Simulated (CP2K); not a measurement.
The system is Ge.

```
Ge
1.0
     3.91426    0.00000    0.00000
    -2.85923    2.67324    0.00000
    -0.32375   -1.41703    3.63436
Ge
2
Direct
  0.31406 0.06406 0.25000
  0.68594 0.93594 0.75000
```

This isn't the form of Ge at room conditions, which is diamond.

Base run:

- Program: CP2K 2026.2
- Functional: TASK
- Potentials or basis: POTENTIAL_UZH Ge GTH-SCAN-q4; TZVP-MOLOPT-SCAN-GTH basis
- Density cutoff: 9184 eV
- k mesh: 11 × 11 × 11
- Occupations: fermi-dirac, width 0.01 eV
- Spin: no spin polarisation

Its results: band gap on the k mesh none (metal or under the smearing width); pressure -3.1 GPa; largest force 0.182 eV/Å.

Problem. The run is repeated on the same cell with these changes: functional from TASK to r2SCAN; eps_default from 1.0E-9 to 1.0E-10. What comes out?

Solution. Band gap on the k mesh none (metal or under the smearing width); pressure -4.5 GPa; largest force 0.109 eV/Å.

Caveats: the basis of atomic orbitals isn't converged, which shifts pressures, moduli and gaps; the potentials were made for another functional, which shifts forces and pressure (some runs).
